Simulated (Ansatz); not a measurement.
**Response of Se to small distortions**

```
CELL_PARAMETERS angstrom
5.68100 3.27993 1.47633
-5.68100 3.27993 1.47633
0.00000 -6.55985 1.47633
ATOMIC_POSITIONS crystal
Se 0.28066 0.16251 0.91818
Se 0.91818 0.28066 0.16251
Se 0.16251 0.91818 0.28066
Se 0.71934 0.83749 0.08182
Se 0.08182 0.71934 0.83749
Se 0.83749 0.08182 0.71934
```

Atoms are numbered in the order listed.

The cell is COD entry 9013138, as deposited and not checked against the literature; nothing was relaxed.

Method: Ansatz 0.2.0, DFT, PBEsol, all-electron LAPW, scalar-relativistic.

The runs use a Γ-centred 6×6×6 k mesh, Fermi–Dirac smearing of 0.01 eV, basis error target 1 meV/atom, no spin polarisation.

The unchanged cell is at 0.10 GPa.

Semilocal functionals give too small gaps.

x, y and z are the Cartesian axes of the cell as listed; fractional coordinates follow a strain, and an engineering shear is twice the off-diagonal strain component.

Question: One change gave: energy change +7 meV/atom; stress change (xx, yy, zz, yz, xz, xy) -0.65, 0.95, 0.08, -0.41, -1.30, -1.09 GPa, compression positive; change of the force on Se1 (-0.473, 0.014, -0.056) eV/Å; gap on the k mesh 1.14 → 1.01 eV. Which change was it?
A. equal xy, yz and zx engineering shear strains of +1 %
B. equal xy, yz and zx engineering shear strains of +3 %
C. equal xy, yz and zx engineering shear strains of -2 %

Answer: B. For equal xy, yz and zx engineering shear strains of -2 %: energy change +3 meV/atom; stress change (xx, yy, zz, yz, xz, xy) 0.67, -0.53, 0.04, 0.33, 0.88, 0.72 GPa, compression positive; change of the force on Se1 (0.339, 0.006, 0.060) eV/Å; gap on the k mesh 1.14 → 1.04 eV. For equal xy, yz and zx engineering shear strains of +1 %: energy change under 1 meV/atom; stress change (xx, yy, zz, yz, xz, xy) -0.26, 0.30, 0.01, -0.15, -0.44, -0.36 GPa, compression positive; change of the force on Se1 (-0.162, 0.001, -0.023) eV/Å; gap on the k mesh 1.14 → 1.11 eV.
